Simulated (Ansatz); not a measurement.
# GaSb (I-4m2) in Ansatz: equation of state

How stiff is GaSb in PBE, and what volume does it want? The cell is scaled to several volumes.

Everything below comes from runs of Ansatz 0.2.0. Logs are shortened: lines on timing, memory, paths and dates and some standing lists are left out, and cuts for length are marked.

## Step 1: The structure

The structure is tetragonal, space group I-4m2 (No. 119). Conventional cell: a = 5.507 Å, b = 5.507 Å, c = 3.181 Å, α = 90.00°, β = 90.00°, γ = 90.00°. Sb (site symmetry -4m2) is surrounded by 4 Ga at 2.87 Å and 2 Sb at 3.18 Å. Around Ga (site symmetry -4m2) lie 4 Sb at 2.87 Å and 2 Ga at 3.18 Å.

Measurements of this composition are mostly on another form, of space group No. 216.

## Step 2: Single point, PBE, 22.67 Å³/atom (volume scaled by 0.94)

Input file input.yaml:

```yaml
crystal:
  lattice:
    - [-2.6972256977, 2.6972256977, 1.5582344802]
    - [2.6972256977, -2.6972256977, 1.5582344802]
    - [2.6972256977, 2.6972256977, -1.5582344802]
  atoms:
    - { symbol: Sb, position: [0.0, 0.0, 0.0] }
    - { symbol: Ga, position: [0.75, 0.25, 0.5] }
hamiltonian:
  xc: pbe
  pseudopotentials: { kind: paw }
kpoints:
  mp_grid: { grid: [10, 10, 10] }
scf:
  occupations: { method: fermi_dirac, width: 0.05 }
output:
  forces: true
  stress: true
  eigenvalues: true
```

Potentials or basis: Ansatz PAW.

Launch:

```bash
ansatz run input.yaml --threads 2 --pin off --max-ram 5120MiB --backend cpu --events-out ev --progress --plain --runs-dir out
```

The log of the run:

```text
Warning: RAYON_NUM_THREADS=2 ignored (pool sized by the plan → 2); use --threads N
Engine: ansatz 0.2.0, aarch64-unknown-linux-gnu
Pseudopotentials: kind: paw
Pseudopotential: Sb, paw, valence charge 15, recommended cutoff 420 eV (normal), Sb.paw.azcp
Pseudopotential: Ga, paw, valence charge 13, recommended cutoff 420 eV (normal), Ga.paw.azcp
Functional definition: PBE
  parameter kappa = 0.804
  parameter beta = 0.06672455060314922
  exchange = pbe_x(kappa = kappa, mu = beta*pi^2/3)
  correlation = pbe_c(beta = beta)
Crystal: 2 atoms, lattice volume = 45.345 Å³
Basis set: ecut = 420 eV, 885 PW (Γ), exchange–correlation on 60×60×60 points (8 copies of the dense FFT grid, shifted against one another)
Bands: 18, of which v1, the nominal top of the filled ones, is band 14 counted from 1 (13 counted from 0)
Symmetry: 8 space group operations
Space group: I-4m2 (ITA 119), of the structure as read, at distance tolerance 3.6e-5 Å
k-points: 102 of 1000 (time reversal used)
Non-local potential: Sb, projectors of the file, l = 0: 2, l = 1: 2, l = 2: 2, l = 3: 2
Non-local potential: Ga, projectors of the file, l = 0: 2, l = 1: 2, l = 2: 3, l = 3: 1
PAW form: soft (Blöchl's): semilocal exchange-correlation on the pseudo side does not see the compensation charge
PAW one-centre angular grid: Sb, 590 points (default); XC on 64 Gauss nodes
PAW one-centre angular grid: Ga, 590 points (default); XC on 64 Gauss nodes
Initial density: superposition of atomic densities (neutral atoms: chi_scale 0, normalization atom), corrected by the library's trained network
Initial wavefunctions: pseudopotential atomic-orbital guess
Functional: x = pbe(κ = 0.804, μ = 0.2195149727645171), c = pbe(β = 0.06672455060314922)
SCF iter   1: F=—  HF=-10267.422408 eV  |F-HF|=—  |Δ(HF+E_count)|=         —  Δρ=1.74e-3  dr2=1.74e-3  ethr=1.77e-3  ⟨swp⟩=6.0  Hψ=9113  notcnv=0
preconditioner: auto → Kerker (q_TF=auto, 2.518 Å⁻¹)  [metal: Δε(μ)=0.013 eV  Ē_g=21.226 eV  σ=0.050 eV  W_gap=0.06  n_scr=16 (ndim 8)  ℏωp=29.2 eV  f_vac=0.000  D(μ)=0.64/eV (n_scr^D=0)]
SCF iter   2: F=—  HF=-10267.421323 eV  |F-HF|=—  |Δ(HF+E_count)|=   1.09e-3  Δρ=1.13e-3  dr2=8.15e-4  ethr=6.22e-6  ⟨swp⟩=2.1  Hψ=3727  notcnv=0
SCF iter   3: F=—  HF=-10267.421278 eV  |F-HF|=—  |Δ(HF+E_count)|=   4.48e-5  Δρ=5.90e-4  dr2=8.47e-5  ethr=2.91e-6  ⟨swp⟩=2.0  Hψ=3256  notcnv=0
SCF iter   4: F=—  HF=-10267.421192 eV  |F-HF|=—  |Δ(HF+E_count)|=   8.62e-5  Δρ=2.35e-4  dr2=1.47e-5  ethr=3.02e-7  ⟨swp⟩=3.0  Hψ=3463  notcnv=0
SCF iter   5: F=—  HF=-10267.421185 eV  |F-HF|=—  |Δ(HF+E_count)|=   7.30e-6  Δρ=1.34e-4  dr2=4.60e-6  ethr=5.24e-8  ⟨swp⟩=2.0  Hψ=3036  notcnv=0
SCF iter   6: F=—  HF=-10267.421183 eV  |F-HF|=—  |Δ(HF+E_count)|=   1.96e-6  Δρ=2.44e-5  dr2=2.25e-7  ethr=1.64e-8  ⟨swp⟩=2.0  Hψ=3261  notcnv=0
SCF iter   7: F=-10267.421183 eV  HF=-10267.421183 eV  |F-HF|=2.37e-8  |Δ(HF+E_count)|=   7.66e-9  Δρ=1.02e-5  dr2=2.52e-8  ethr=3.57e-10  ⟨swp⟩=5.4  Hψ=7888  notcnv=0
SCF 1 converged in 7 iterations: F = -10267.421183 eV  dr2 = 2.52e-8
SCF converged after 7 iterations
Free energy (F): -10267.421183 eV
Harris-Foulkes:  -10267.421183 eV  (|F-HF|=2.37e-8)
Internal energy: -10267.415970 eV  (E = F + TS)
E sigma→0 (E₀):  -10267.418577 eV
Entropy (-TS):   -0.005213 eV (-2.606 meV/atom)
Fermi energy:    10.894306 eV
--- Per-component energies (eV) ---
  E_band       = -175.060740
  E_kinetic    = 323.003774
  E_local      = -3271.718402  (includes V_loc(G=0)·N_el)
  E_nonlocal   = 785.312101
  E_hartree    = 1522.735869
  E_xc         = -208.341528
  E_vxc        = -155.181930  (∫ρ·V_xc dr)
  E_paw        = -6561.989520  (= ΣΔE_a)
  E_vpaw       = -901.957731  (= ΣTr[D̂ρ^β])
  E_aug_tail   = -0.000117  (compensation charges beyond the density's cutoff)
  E_ewald      = -2856.418146
  E_smearing   = -0.005213  (= −TS)
  E_closure    = 0.000000  (closes the sum)
  Σ components = -10267.421183   (vs F -10267.421183, Δ=0.00e0)
--- Forces (eV/Å), atoms counted from 1 ---
  atom   1  Sb     0.00000000     0.00000000    -0.00000000
  atom   2  Ga     0.00000000     0.00000000     0.00000000
  max |Σ_I F_I| component: 5.90e-17 eV/Å
--- Stress (GPa, compression-positive) ---
        4.349514       0.000000       0.000000
        0.000000       4.349514       0.000000
        0.000000       0.000000       3.033441
  P = ⅓ Tr σ = 3.9108 GPa (39.108 kbar)
--- Band table (eV; the first three rows and the last of 102) ---
  k-point 0: bands = ["-18.2602", "-18.1392", "-18.1392", "-18.1290", "-18.1266", "-4.1153", "-4.0242", "-4.0202", "-3.9850", "-3.9850", "-1.5417", "8.1365", "8.8592", "8.8592", "14.2107", "16.2448", "18.3364", "18.3364"]
  k-point 1: bands = ["-18.2602", "-18.1393", "-18.1389", "-18.1292", "-18.1257", "-4.1138", "-4.0270", "-4.0189", "-3.9853", "-3.9838", "-1.4484", "6.9325", "8.9711", "9.8464", "14.7134", "16.0451", "17.5469", "17.8521"]
  k-point 2: bands = ["-18.2601", "-18.1395", "-18.1380", "-18.1299", "-18.1236", "-4.1102", "-4.0341", "-4.0157", "-3.9858", "-3.9808", "-1.1730", "5.4294", "9.3008", "10.7961", "15.3892", "16.0485", "16.6045", "16.8530"]
  k-point 101: bands = ["-18.2602", "-18.1375", "-18.1357", "-18.1357", "-18.1096", "-4.1332", "-4.1050", "-3.9829", "-3.9772", "-3.9772", "1.3974", "4.8073", "5.5452", "5.5452", "14.4687", "15.9430", "21.9487", "21.9487"]
```

Run time: 5.1 s. Hardware: 2 threads of Arm Neoverse V1, shared host; peak memory 0.39 GiB.

What came out:

```yaml
Free_energy: -10267.4212 eV
Pressure: 3.9 GPa
Band_gap_on_the_k_mesh: none (metal or under the smearing width)
```

## Step 3: Single point, PBE, 23.15 Å³/atom (volume scaled by 0.96)

Input file input.yaml:

```yaml
crystal:
  lattice:
    - [-2.7162208707, 2.7162208707, 1.569208324]
    - [2.7162208707, -2.7162208707, 1.569208324]
    - [2.7162208707, 2.7162208707, -1.569208324]
  atoms:
    - { symbol: Sb, position: [0.0, 0.0, 0.0] }
    - { symbol: Ga, position: [0.75, 0.25, 0.5] }
hamiltonian:
  xc: pbe
  pseudopotentials: { kind: paw }
kpoints:
  mp_grid: { grid: [10, 10, 10] }
scf:
  occupations: { method: fermi_dirac, width: 0.05 }
output:
  forces: true
  stress: true
  eigenvalues: true
  write_density: true
  write_potential: true
  elf: true
  volumetric_format: npy
```

Potentials or basis: Ansatz PAW.

Launch:

```bash
ansatz run input.yaml --threads 2 --pin off --max-ram 5120MiB --backend cpu --events-out ev --progress --plain --runs-dir out
```

It took 6.1 s on 2 threads of Arm Neoverse V1, shared host; peak memory 0.4 GiB.

The run converged. Its results:

| Quantity | Value |
| --- | --- |
| Free energy | -10267.4404 eV |
| Pressure | 2.5 GPa |
| Band gap on the k mesh | none (metal or under the smearing width) |

## Step 4: Single point, PBE, 23.64 Å³/atom (volume scaled by 0.98)

input.yaml: that of step 3 with these lines changed.

```diff
@@ -2,5 +2,5 @@
   lattice:
-    - [-2.7162208707, 2.7162208707, 1.569208324]
-    - [2.7162208707, -2.7162208707, 1.569208324]
-    - [2.7162208707, 2.7162208707, -1.569208324]
+    - [-2.7349540204, 2.7349540204, 1.5800307924]
+    - [2.7349540204, -2.7349540204, 1.5800307924]
+    - [2.7349540204, 2.7349540204, -1.5800307924]
   atoms:
```

Launch:

```bash
ansatz run input.yaml --threads 2 --pin off --max-ram 5120MiB --backend cpu --events-out ev --progress --plain --runs-dir out
```

It took 6.3 s on 2 threads of Arm Neoverse V1, shared host; peak memory 0.4 GiB.

Results (log left out):

| Item | Value |
| --- | --- |
| Free energy | -10267.4517 eV |
| Pressure | 1.3 GPa |
| Band gap on the k mesh | none (metal or under the smearing width) |

## Step 5: Single point, PBE, 24.12 Å³/atom

input.yaml: that of step 4 with these lines changed.

```diff
@@ -2,5 +2,5 @@
   lattice:
-    - [-2.7349540204, 2.7349540204, 1.5800307924]
-    - [2.7349540204, -2.7349540204, 1.5800307924]
-    - [2.7349540204, 2.7349540204, -1.5800307924]
+    - [-2.753434, 2.753434, 1.590707]
+    - [2.753434, -2.753434, 1.590707]
+    - [2.753434, 2.753434, -1.590707]
   atoms:
```

Launch:

```bash
ansatz run input.yaml --threads 2 --pin off --max-ram 5120MiB --backend cpu --events-out ev --progress --plain --runs-dir out
```

It took 6.3 s on 2 threads of Arm Neoverse V1, shared host; peak memory 0.4 GiB.

Results (log left out):

| Item | Value |
| --- | --- |
| Free energy | -10267.4559 eV |
| Pressure | 0.1 GPa |
| Band gap on the k mesh | none (metal or under the smearing width) |

## Step 6: Single point, PBE, 24.60 Å³/atom (volume scaled by 1.02)

Input file input.yaml:

```yaml
crystal:
  lattice:
    - [-2.7716691937, 2.7716691937, 1.6012417905]
    - [2.7716691937, -2.7716691937, 1.6012417905]
    - [2.7716691937, 2.7716691937, -1.6012417905]
  atoms:
    - { symbol: Sb, position: [0.0, 0.0, 0.0] }
    - { symbol: Ga, position: [0.75, 0.25, 0.5] }
hamiltonian:
  xc: pbe
  pseudopotentials: { kind: paw }
kpoints:
  mp_grid: { grid: [10, 10, 10] }
scf:
  occupations: { method: fermi_dirac, width: 0.05 }
output:
  forces: true
  stress: true
  eigenvalues: true
```

Potentials or basis: Ansatz PAW.

Launch:

```bash
ansatz run input.yaml --threads 2 --pin off --max-ram 5120MiB --backend cpu --events-out ev --progress --plain --runs-dir out
```

Run time: 4.7 s. Hardware: 2 threads of Arm Neoverse V1, shared host; peak memory 0.4 GiB.

The run converged. Its results:

```yaml
Free_energy: -10267.4538 eV
Pressure: -0.8 GPa
Band_gap_on_the_k_mesh: none (metal or under the smearing width)
```

## Step 7: Single point, PBE, 25.08 Å³/atom (volume scaled by 1.04)

input.yaml: that of step 6 with these lines changed.

```diff
@@ -2,5 +2,5 @@
   lattice:
-    - [-2.7716691937, 2.7716691937, 1.6012417905]
-    - [2.7716691937, -2.7716691937, 1.6012417905]
-    - [2.7716691937, 2.7716691937, -1.6012417905]
+    - [-2.7896675499, 2.7896675499, 1.6116397558]
+    - [2.7896675499, -2.7896675499, 1.6116397558]
+    - [2.7896675499, 2.7896675499, -1.6116397558]
   atoms:
```

Launch:

```bash
ansatz run input.yaml --threads 2 --pin off --max-ram 5120MiB --backend cpu --events-out ev --progress --plain --runs-dir out
```

It took 4.8 s on 2 threads of Arm Neoverse V1, shared host; peak memory 0.4 GiB.

Results (log left out):

```yaml
Free_energy: -10267.4460 eV
Pressure: -1.7 GPa
Band_gap_on_the_k_mesh: none (metal or under the smearing width)
```

## Step 8: Single point, PBE, 25.57 Å³/atom (volume scaled by 1.06)

input.yaml: that of step 7 with these lines changed.

```diff
@@ -2,5 +2,5 @@
   lattice:
-    - [-2.7896675499, 2.7896675499, 1.6116397558]
-    - [2.7896675499, -2.7896675499, 1.6116397558]
-    - [2.7896675499, 2.7896675499, -1.6116397558]
+    - [-2.8074366121, 2.8074366121, 1.6219052539]
+    - [2.8074366121, -2.8074366121, 1.6219052539]
+    - [2.8074366121, 2.8074366121, -1.6219052539]
   atoms:
```

Potentials or basis: Ansatz PAW.

Launch:

```bash
ansatz run input.yaml --threads 2 --pin off --max-ram 5120MiB --backend cpu --events-out ev --progress --plain --runs-dir out
```

The log of the run:

```text
Warning: RAYON_NUM_THREADS=2 ignored (pool sized by the plan → 2); use --threads N
Engine: ansatz 0.2.0, aarch64-unknown-linux-gnu
Pseudopotentials: kind: paw
Pseudopotential: Sb, paw, valence charge 15, recommended cutoff 420 eV (normal), Sb.paw.azcp
Pseudopotential: Ga, paw, valence charge 13, recommended cutoff 420 eV (normal), Ga.paw.azcp
Functional definition: PBE
  parameter kappa = 0.804
  parameter beta = 0.06672455060314922
  exchange = pbe_x(kappa = kappa, mu = beta*pi^2/3)
  correlation = pbe_c(beta = beta)
Crystal: 2 atoms, lattice volume = 51.133 Å³
Basis set: ecut = 420 eV, 1037 PW (Γ), exchange–correlation on 60×60×60 points (8 copies of the dense FFT grid, shifted against one another)
Bands: 18, of which v1, the nominal top of the filled ones, is band 14 counted from 1 (13 counted from 0)
Symmetry: 8 space group operations
[... 35 lines left out ...]
  E_paw        = -6561.480277  (= ΣΔE_a)
  E_vpaw       = -901.173932  (= ΣTr[D̂ρ^β])
  E_aug_tail   = -0.000128  (compensation charges beyond the density's cutoff)
  E_ewald      = -2744.284375
  E_smearing   = -0.004764  (= −TS)
  E_closure    = 0.000000  (closes the sum)
  Σ components = -10267.433100   (vs F -10267.433100, Δ=0.00e0)
--- Forces (eV/Å), atoms counted from 1 ---
  atom   1  Sb     0.00000000     0.00000000    -0.00000000
  atom   2  Ga     0.00000000     0.00000000     0.00000000
  max |Σ_I F_I| component: 3.47e-17 eV/Å
--- Stress (GPa, compression-positive) ---
       -2.379678       0.000000       0.000000
        0.000000      -2.379678       0.000000
        0.000000       0.000000      -2.813611
  P = ⅓ Tr σ = -2.5243 GPa (-25.243 kbar)
--- Band table (eV; the first three rows and the last of 102) ---
  k-point 0: bands = ["-19.8698", "-19.7876", "-19.7876", "-19.7654", "-19.7645", "-5.7425", "-5.6641", "-5.6587", "-5.6471", "-5.6471", "-2.4104", "6.0113", "7.3980", "7.3980", "12.6738", "13.7390", "15.9055", "15.9055"]
  k-point 1: bands = ["-19.8697", "-19.7876", "-19.7874", "-19.7655", "-19.7640", "-5.7417", "-5.6659", "-5.6578", "-5.6472", "-5.6462", "-2.3286", "5.1983", "7.4957", "8.0426", "13.1059", "13.5945", "15.2109", "15.4702"]
  k-point 2: bands = ["-19.8697", "-19.7877", "-19.7868", "-19.7659", "-19.7628", "-5.7399", "-5.6702", "-5.6555", "-5.6475", "-5.6443", "-2.0888", "3.9467", "7.7828", "8.8741", "13.1217", "14.1023", "14.3176", "14.7232"]
  k-point 101: bands = ["-19.8697", "-19.7855", "-19.7855", "-19.7701", "-19.7548", "-5.7369", "-5.7278", "-5.6419", "-5.6419", "-5.6345", "-0.0699", "3.3753", "4.5048", "4.5048", "12.3651", "13.9608", "18.8768", "18.8768"]
```

Wall time 4.7 s (2 threads of Arm Neoverse V1, shared host); peak memory 0.4 GiB.

Results:

```
Free energy            : -10267.4331 eV
Pressure               : -2.5 GPa
Band gap on the k mesh : none (metal or under the smearing width)
```

## Step 9: Equation of state, PBE

Potentials or basis: Ansatz PAW.

No new run: the results of the series are fitted here.

What came out:

```
Equilibrium volume                        : 24.19 Å³/atom
Bulk modulus at fixed shape and positions : 52 GPa
Pressure derivative of the bulk modulus   : 4.7
```

Energy against volume, from the lowest point:
```
volume (Å³/atom)  energy (meV/atom)
          22.672              17.38
          23.155               7.74
          23.637               2.10
          24.120               0.00
          24.602               1.07
          25.084               4.98
          25.567              11.42
```

Caveat: the cell was scaled at fixed shape and fractional positions, which overstates the stiffness of a crystal with free parameters, most of all of layers and chains.
